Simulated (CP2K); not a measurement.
CuO:

```
CELL_PARAMETERS angstrom
3.28802 0.00000 0.00000
-1.64401 2.84751 0.00000
0.00000 0.00000 5.38502
ATOMIC_POSITIONS crystal
Cu 0.66667 0.33333 0.00000
Cu 0.33333 0.66667 0.50000
O 0.66667 0.33333 0.62520
O 0.33333 0.66667 0.12520
```

Measurements of this composition are mostly on another form, of space group No. 15.

Base run:

```yaml
Program: CP2K 2026.2
Functional: LDA
Potentials_or_basis: POTENTIAL_UZH Cu GTH-PBE-q11, O GTH-PBE-q6; TZVP-MOLOPT-PBE-GTH basis
Density_cutoff: 11565 eV
k_mesh: 9 × 9 × 5
Occupations: fermi-dirac, width 0.05 eV
Spin: no spin polarisation
```

Its results: band gap on the k mesh none (metal or under the smearing width); pressure -16.9 GPa; largest force 0.083 eV/Å.

Task: The run is repeated on the same cell with these changes: functional from LDA to PBEsol. What comes out?

Result: Band gap on the k mesh none (metal or under the smearing width); pressure -13.2 GPa; largest force 0.084 eV/Å.

PBEsol binds less tightly than LDA, so the same cell stands under more pressure.

Caveats: the potentials were made for another functional, which shifts forces and pressure; the basis of atomic orbitals isn't converged, which shifts pressures, moduli and gaps; the run has no spin polarisation, though such a crystal can be magnetic; semilocal functionals often make such compounds metallic where correlation or magnetic order opens a gap, which also shifts bond lengths.
